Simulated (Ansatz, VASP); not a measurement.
Given: the input of a run of VASP 6.6.1 on Hg.

run.py

```python
from ase.calculators.vasp import Vasp
from ase.dft.bandgap import bandgap
from ase.io import read

atoms = read('Hg.cif', primitive_cell=True, subtrans_included=False)
calc = Vasp(
    directory='calc',
    xc='rpbe',
    pp='PBE',
    setups='recommended',
    prec='Accurate',
    encut=520,
    ediff=1e-07,
    ismear=0,
    sigma=0.05,
    lreal=False,
    lasph=True,
    nelm=60,
    algo='Normal',
    isif=2,
    lwave=False,
    lcharg=False,
    kpts=[9, 9, 5],
    gamma=True,
)
atoms.calc = calc

print('energy (eV):', atoms.get_potential_energy())
print('free energy (eV):', atoms.get_potential_energy(force_consistent=True))
print('forces (eV/A):')
print(atoms.get_forces())
print('stress (eV/A^3, Voigt):', atoms.get_stress())
print('Fermi level (eV):', calc.get_fermi_level())
gap, top, bottom = bandgap(calc)
print('band gap (eV):', gap, 'from (spin, k, band)', top, 'to', bottom)
```

Contents of Hg.cif:

```cif
data_Hg
_cell_length_a 3.46180964
_cell_length_b 3.46180964
_cell_length_c 5.48754828
_cell_angle_alpha 90.00000000
_cell_angle_beta 90.00000000
_cell_angle_gamma 120.00000000
_space_group_name_H-M_alt 'P6_3/mmc'
_space_group_name_Hall '-P 6c 2c'
_space_group_IT_number 194
loop_
_space_group_symop_operation_xyz
'x,y,z'
'-x,-y,-z'
'x-y,x,z+1/2'
'-x+y,-x,-z+1/2'
'-y,x-y,z'
'y,-x+y,-z'
'-x,-y,z+1/2'
'x,y,-z+1/2'
'-x+y,-x,z'
'x-y,x,-z'
'y,-x+y,z+1/2'
'-y,x-y,-z+1/2'
'-y,-x,-z+1/2'
'y,x,z+1/2'
'-x,-x+y,-z'
'x,x-y,z'
'-x+y,y,-z+1/2'
'x-y,-y,z+1/2'
'y,x,-z'
'-y,-x,z'
'x,x-y,-z+1/2'
'-x,-x+y,z+1/2'
'x-y,-y,-z'
'-x+y,y,z'
loop_
_atom_site_label
_atom_site_type_symbol
_atom_site_symmetry_multiplicity
_atom_site_Wyckoff_symbol
_atom_site_fract_x
_atom_site_fract_y
_atom_site_fract_z
_atom_site_occupancy
Hg1 Hg 2 c 0.3333333333 0.6666666667 0.2500000000 1
```

Potentials or basis: VASP PAW PBE potentials, release 64 (Hg).

Launch:

```console
$ python run.py
```

**Question.** Translate it to Ansatz 0.2.0. Potentials there: Ansatz PAW.

**Answer.** As run (the cutoff follows the program's own potentials):

input.yaml

```yaml
crystal:
  lattice:
    - [3.4618096384, 0.0, 0.0]
    - [-1.7309048192, 2.9980150899, 0.0]
    - [0.0, 0.0, 5.48754828]
  atoms:
    - { symbol: Hg, position: [0.3333333333, 0.6666666667, 0.25] }
    - { symbol: Hg, position: [0.6666666667, 0.3333333333, 0.75] }
hamiltonian:
  xc: rpbe
  pseudopotentials: { kind: paw }
kpoints:
  mp_grid: { grid: [9, 9, 5] }
scf:
  occupations: { method: gaussian, width: 0.05 }
output:
  forces: true
  stress: true
  eigenvalues: true
```

Potentials or basis: Ansatz PAW.

The run is started by

```bash
$ ansatz run input.yaml --threads 1 --pin off --max-ram 3584MiB --backend cpu --events-out ev --progress --plain --runs-dir out
```

Both were run:

|  | VASP | Ansatz | Ansatz less VASP |
| --- | --- | --- | --- |
| gap on the k mesh at the Fermi level (eV) | none | none | - |
| pressure (GPa) | 3.5 | 3.4 | -0.08 |
| largest component of the traceless stress (GPa) | 0.15 | 0.14 | -0.010 |

A gap of «none» marks a metal or a gap that the smearing closes. With one functional, cell and mesh, what is left measures potentials, basis and numerics. The two sets of potentials don't hold the same shells in valence.

Caveats: the PAW data sets were made with another functional, which shifts forces and pressure a little (VASP); the PAW data sets come from PBE, with cores solved anew for the run's functional, which leaves a small shift of forces and pressure (Ansatz). The runs have no spin-orbit coupling, so splittings on Hg are missing.
